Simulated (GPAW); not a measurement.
## Se K ELNES/XANES of zinc-blende (ZnSe)₁₋ₓ(CdSe)ₓ at x = 1 from DFT

Aim: the Se K edge in zinc-blende (ZnSe)₁₋ₓ(CdSe)ₓ at x = 1, one member of a composition series.

Calculated with GPAW 26.7.0; X-ray absorption from dipole matrix elements to empty bands, plane-wave PAW LDA.

## Step 1: The starting structure

Symmetry: F-43m, No. 216, cubic system. Conventional cell: a = 6.050 Å, b = 6.050 Å, c = 6.050 Å, α = 90.00°, β = 90.00°, γ = 90.00°. Nearest to Cd lie 4 Se at 2.62 Å. Nearest to Se lie 4 Cd at 2.62 Å. 16-atom zinc-blende cell, 8 of 8 Zn sites taken by Cd at random, lattice constants typed for the ends and interpolated (Vegard). Farther neighbours and most contacts between anions are not listed.

As a file:

```xyz
16
Lattice="0.0000 6.0500 6.0500 6.0500 0.0000 6.0500 6.0500 6.0500 0.0000" Properties=species:S:1:pos:R:3 pbc="T T T"
Cd    0.0000    0.0000    0.0000
Se    1.5125    1.5125    1.5125
Cd    3.0250    3.0250    0.0000
Se    4.5375    4.5375    1.5125
Cd    3.0250    0.0000    3.0250
Se    4.5375    1.5125    4.5375
Cd    6.0500    3.0250    3.0250
Se    7.5625    4.5375    4.5375
Cd    0.0000    3.0250    3.0250
Se    1.5125    4.5375    4.5375
Cd    3.0250    6.0500    3.0250
Se    4.5375    7.5625    4.5375
Cd    3.0250    3.0250    6.0500
Se    4.5375    4.5375    7.5625
Cd    6.0500    6.0500    6.0500
Se    7.5625    7.5625    7.5625
```

## Step 2: Ground state of the crystal

The ground state comes first: it tells whether the system has a gap, which decides how the excited electron is treated.

Contents of scf.py:

```python
import numpy as np
from ase import Atoms
from ase.parallel import parprint, paropen
from gpaw import GPAW, PW, FermiDirac, Mixer, MixerDif, setup_paths
from gpaw.test import gen
setup_paths.insert(0, '.')
gen('Se', name='nch1s', xcname='LDA', corehole=(1, 0, 0), write_xml=True)
from gpaw.mpi import world
world.barrier()

atoms = Atoms('CdSeCdSeCdSeCdSeCdSeCdSeCdSeCdSe',
    cell=[[0, 6.05, 6.05],
     [6.05, 0, 6.05],
     [6.05, 6.05, 0]],
    scaled_positions=[[0, 0, 0],
     [0.125, 0.125, 0.125],
     [0, 0, 0.5],
     [0.125, 0.125, 0.625],
     [0, 0.5, 0],
     [0.125, 0.625, 0.125],
     [0, 0.5, 0.5],
     [0.125, 0.625, 0.625],
     [0.5, 0, 0],
     [0.625, 0.125, 0.125],
     [0.5, 0, 0.5],
     [0.625, 0.125, 0.625],
     [0.5, 0.5, 0],
     [0.625, 0.625, 0.125],
     [0.5, 0.5, 0.5],
     [0.625, 0.625, 0.625]],
    pbc=True)
atoms.calc = calc = GPAW(legacy_gpaw=True, mode=PW(400, force_complex_dtype=True), xc='LDA', setups={1: 'nch1s'},
    kpts={'size': (4, 4, 4), 'gamma': True}, occupations=FermiDirac(0.05),
    charge=0, mixer=Mixer(0.1, 5, 50), maxiter=150,
    convergence={'density': 0.0001, 'eigenstates': 1e-6}, txt='scf.txt')
energy = atoms.get_potential_energy() + calc.get_reference_energy()
ef = calc.get_fermi_level()
out = dict(energy=energy, fermi=ef, forces=atoms.get_forces().tolist())
parprint(f'all-electron energy {energy:.4f} eV, Fermi level {ef:.4f} eV')
ev = np.array([[calc.get_eigenvalues(k, s) for k in range(len(calc.get_ibz_k_points()))] for s in range(calc.get_number_of_spins())])
out['homo'], out['lumo'], out['counts'] = ev[ev < ef].max(), ev[ev > ef].min(), sorted(set((ev < ef).sum((0, 2)).tolist()))
out['filled'] = (ev[:, 0] < ef).sum(1).tolist()
import json
with paropen('out.json', 'w') as f:
    json.dump(out, f)
```

On the command line:

```console
OMP_NUM_THREADS=1 mpirun -n 4 gpaw python scf.py
```

Numbers of over 12 decimals in the logs are rounded to 6 here.

Log:

```text
Input parameters:
  convergence: {density: 0.0001,
                eigenstates: 1e-06}
  kpts: {gamma: True,
         size: (4, 4, 4)}
  maxiter: 150
  mixer: {backend: pulay,
          beta: 0.1,
          method: separate,
          nmaxold: 5,
          weight: 50}
  mode: {ecut: 400.0,
         force_complex_dtype: True,
         name: pw}
  occupations: {fixmagmom: False,
                name: fermi-dirac,
                width: 0.05}
  setups: {1: nch1s}

Initialize ...

[... PAW data sets ...]

Reference energy: -1744425.122333  # eV

Spin-paired calculation

[... convergence settings ...]
Symmetries present (total): 6
  [... symmetry matrices ...]

64 k-points: 4 x 4 x 4 Monkhorst-Pack grid + [1/8,1/8,1/8]
13 k-points in the irreducible part of the Brillouin zone
       k-points in crystal coordinates                weights
   0:     0.00000000    0.00000000    0.00000000          1/64
   1:     0.25000000    0.00000000   -0.25000000          6/64
   2:     0.25000000    0.00000000    0.00000000          6/64
   3:     0.25000000    0.25000000   -0.25000000          6/64
   4:     0.25000000    0.25000000    0.00000000          6/64
   5:     0.25000000    0.25000000    0.25000000          2/64
   6:     0.50000000    0.00000000    0.00000000          3/64
   7:     0.50000000    0.25000000   -0.25000000          6/64
   8:     0.50000000    0.25000000    0.00000000         12/64
   9:     0.50000000    0.25000000    0.25000000          6/64
          ...
  12:     0.50000000    0.50000000    0.50000000          1/64

Wave functions: Plane wave expansion
  Cutoff energy: 400.000 eV
  Number of coefficients (min, max): 7991, 8088
  Pulay-stress correction: 0.000000 eV/Ang^3 (de/decut=0.000000)
  Using FFTW library
  Wavefunction extrapolation:
    Improved wavefunction reuse through dual PAW basis

Occupation numbers: Fermi-Dirac:
  width: 0.0500  # eV

Eigensolver
   Davidson(niter=2)

Densities:
  Coarse grid: 40*40*40 grid
  Fine grid: 80*80*80 grid
  Total Charge: 0.000000

Density mixing:
  Method: separate
  Backend: pulay
  Linear mixing parameter: 0.1
  old densities: 5
  Width of damping distribution: 1.1
  Damping of long wavelength oscillations: 50

[... Hamiltonian set-up ...]
Number of atoms: 16
Number of atomic orbitals: 104
Number of bands in calculation: 91
Number of valence electrons: 144
Bands to converge: occupied

... initialized

Initializing position-dependent things.

Density initialized from atomic densities
Creating initial wave functions:
  91 bands from LCAO basis set

                              Se
                     Se
                         Cd
                       Se
                Cd
             Se             Se
                  Cd
                   Se
         Cd             Cd
                     Se
              Cd
            Se
                Cd
       Cd

Atomic positions and initial magnetic moments

Positions:
   0 Cd     0.000000    0.000000    0.000000    ( 0.0000,  0.0000,  0.0000)
   1 Se     1.512500    1.512500    1.512500    ( 0.0000,  0.0000,  0.0000)
   2 Cd     3.025000    3.025000    0.000000    ( 0.0000,  0.0000,  0.0000)
   3 Se     4.537500    4.537500    1.512500    ( 0.0000,  0.0000,  0.0000)
   4 Cd     3.025000    0.000000    3.025000    ( 0.0000,  0.0000,  0.0000)
   5 Se     4.537500    1.512500    4.537500    ( 0.0000,  0.0000,  0.0000)
   6 Cd     6.050000    3.025000    3.025000    ( 0.0000,  0.0000,  0.0000)
[...]
13 Se     4.537500    4.537500    7.562500    ( 0.0000,  0.0000,  0.0000)
  14 Cd     6.050000    6.050000    6.050000    ( 0.0000,  0.0000,  0.0000)
  15 Se     7.562500    7.562500    7.562500    ( 0.0000,  0.0000,  0.0000)

Unit cell:
           periodic     x           y           z      points  spacing
  1. axis:    yes    0.000000    6.050000    6.050000    40     0.1746
  2. axis:    yes    6.050000    0.000000    6.050000    40     0.1746
  3. axis:    yes    6.050000    6.050000    0.000000    40     0.1746

  Lengths:   8.555992   8.555992   8.555992
  Angles:   60.000000  60.000000  60.000000

Effective grid spacing dv^(1/3) = 0.1906

iter:   1   -57.572111
iter:   2   -56.489419   -2.15  -1.20
iter:   3   -54.920419   -1.43  -1.29
iter:   4   -54.878064   -3.34  -1.65
iter:   5   -54.854190c  -2.98  -1.73
iter:   6   -54.817306c  -3.58  -2.52
iter:   7   -54.810931c  -3.31  -2.84
iter:   8   -54.809555c  -5.04  -3.07
iter:   9   -54.809148c  -4.71  -3.32
iter:  10   -54.809140c  -5.93  -3.51
iter:  11   -54.809114c  -6.61c -3.76
iter:  12   -54.809094c  -6.45c -4.15c

Converged after 12 iterations.

Dipole moment: (-26.314988, -26.314988, -26.314988) |e|*Ang

Energy contributions relative to reference atoms: (reference = -1744425.122333)

Kinetic:       +138.368361
Potential:     -125.327737
External:        +0.000000
XC:             -68.777944
Entropy (-ST):   -0.000914
Local:           +0.928684
SIC:             +0.000000
--------------------------
Free energy:    -54.809551
Extrapolated:   -54.809094

Showing only first 2 kpts
 Kpt  Band  Eigenvalues  Occupancy
  0    70      3.49595    1.97347
  0    71      3.49595    1.97347
  0    72      3.85063    0.11632
  0    73      5.67848    0.00000

  1    70      2.74496    2.00000
  1    71      3.30419    1.99942
  1    72      5.69486    0.00000
  1    73      6.35993    0.00000

Fermi level: 3.71140

Gap: 0.355 eV
Transition (v -> c):
  (s=0, k=0, n=71, [0.00, 0.00, 0.00]) -> (s=0, k=0, n=72, [0.00, 0.00, 0.00])
No difference between direct/indirect transitions

Forces in eV/Ang:
  0 Cd    0.00004    0.00004    0.00004
  1 Se   -0.00005   -0.00005   -0.00005
  2 Cd   -0.00002   -0.00002    0.00006
  3 Se   -0.00009   -0.00009   -0.00004
  4 Cd   -0.00002    0.00006   -0.00002
  5 Se   -0.00009   -0.00004   -0.00009
  6 Cd    0.00001   -0.00000   -0.00000
[...]
13 Se   -0.00011   -0.00011   -0.00013
 14 Cd    0.00003    0.00003    0.00003
 15 Se   -0.00015   -0.00015   -0.00015
Scalar-relativistic atomic LDA calculation for Se (Selenium, Z=34)
Core hole in 1s state (1s occupation: 2.0)
600 radial gridpoints.
|------------------------------------------------|
|------------------------------------------------|
[... the atom generator's iteration count ...]

Energy contributions:
-------------------------
Kinetic:    +2473.673807
XC:           -84.568572
Potential:  -4815.191637
-------------------------
Total:      -2426.086403

state      eigenvalue         ekin         rmax
-----------------------------------------------
1s^2.0 :  -458.454063   585.610500        0.029
2s^2.0 :   -58.944272   113.958427        0.165
2p^6.0 :   -51.926385   111.024402        0.132
3s^2.0 :    -7.811225    26.858720        0.503
3p^6.0 :    -5.612216    24.321149        0.500
3d^10.0:    -1.962010    19.216000        0.451
4s^2.0 :    -0.642093     3.714776        1.502
4p^4.0 :    -0.244602     2.288913        1.798
-----------------------------------------------
(units: Bohr and Hartree)

Generating PAW setup
Kinetic energy of the core from tauc = 2487.595922257786
Cutoffs:
rc(s)=1.600
rc(p)=1.900
rc(d)=1.600
rc(vbar)=1.440
rc(comp)=1.600
rc(nct)=1.900

Kinetic energy of the core states: 2457.088603
Charge: 0.0
Core electrons: 28.0
Valence electrons: 6.0
Pseudo-core charge: 1.089569
Shape function alpha=3.906
Pseudo-electron charge 7.390631
state    eigenvalue         norm
--------------------------------
4s(2) :    -0.642093     1.095786
*s    :     0.357907
4p(4) :    -0.244602     1.027373
*p    :     0.755398
*d    :     0.000000
--------------------------------

Diagonalizing with gridspacing h=0.050

state   all-electron     PAW
-------------------------------
4s:      -0.642093    -0.642657
4p:      -0.244602    -0.244988
*d:                    0.040490
*f:                    0.073581
-------------------------------
all-electron energy -1744479.9314 eV, Fermi level 3.7114 eV
```

Run time: 60 s. Hardware: 4 MPI ranks of Intel Xeon Platinum 8488C (Sapphire Rapids), shared host; peak memory 0.38 GiB.

The mesh shows a gap of 0.35 eV. The excited electron is kept all the same, so that all members of the series, with or without a gap, are treated alike.

## Step 3: Cell without a hole, the energy reference

The photon energy needs a difference of total energies, so the cell and mesh of the coming hole run are first run without a hole.

Edit scf.py of step 2 so:

```diff
@@ -32,3 +32,3 @@
 atoms.calc = calc = GPAW(legacy_gpaw=True, mode=PW(400, force_complex_dtype=True), xc='LDA', setups={1: 'nch1s'},
-    kpts={'size': (4, 4, 4), 'gamma': True}, occupations=FermiDirac(0.05),
+    kpts={'size': (3, 3, 3), 'gamma': True}, occupations=FermiDirac(0.02),
     charge=0, mixer=Mixer(0.1, 5, 50), maxiter=150,
```

Log:

```text
Input parameters:
  convergence: {density: 0.0001,
                eigenstates: 1e-06}
  kpts: {gamma: True,
         size: (3, 3, 3)}
  maxiter: 150
  mixer: {backend: pulay,
          beta: 0.1,
          method: separate,
          nmaxold: 5,
          weight: 50}
  mode: {ecut: 400.0,
         force_complex_dtype: True,
         name: pw}
  occupations: {fixmagmom: False,
                name: fermi-dirac,
[...]
4s(2) :    -0.642093     1.095786
*s    :     0.357907
4p(4) :    -0.244602     1.027373
*p    :     0.755398
*d    :     0.000000
--------------------------------

Diagonalizing with gridspacing h=0.050

state   all-electron     PAW
-------------------------------
4s:      -0.642093    -0.642657
4p:      -0.244602    -0.244988
*d:                    0.040490
*f:                    0.073581
-------------------------------
all-electron energy -1744479.8906 eV, Fermi level 3.6869 eV
[key lines of the parts left out:]
Converged after 12 iterations.
Dipole moment: (-26.297331, -26.297331, -26.297331) |e|*Ang
Free energy:    -54.768240
Fermi level: 3.68690
```

Wall time 33 s (4 MPI ranks); peak memory 0.28 GiB; 2.2 min of CPU time.

Reference energy: -1744479.891 eV with the cores included.

(Part 1 of 2 ends here.)

[Banner, clock and machine lines of the logs are left out without a mark of their own.]

[Logs are printed without paths, hosts, clocks, repeated set-up lines and the standing remarks that a program may print on its own settings, such as how far it seeks lower states.]

[Hosts, paths, dates, database ids (printed as entryN), source tags and the programs' standing remarks are cut or masked in the printed files.]

[Lists of maxima count a maximum above −3 eV only where it reaches 4 % of the highest in the window and stands out from its surroundings by 2 % of it (1.5 % where it reaches 55 %); shoulders and weaker maxima are passed over, and of the rest the first, up to two pre-edge ones and the few strongest are named.]
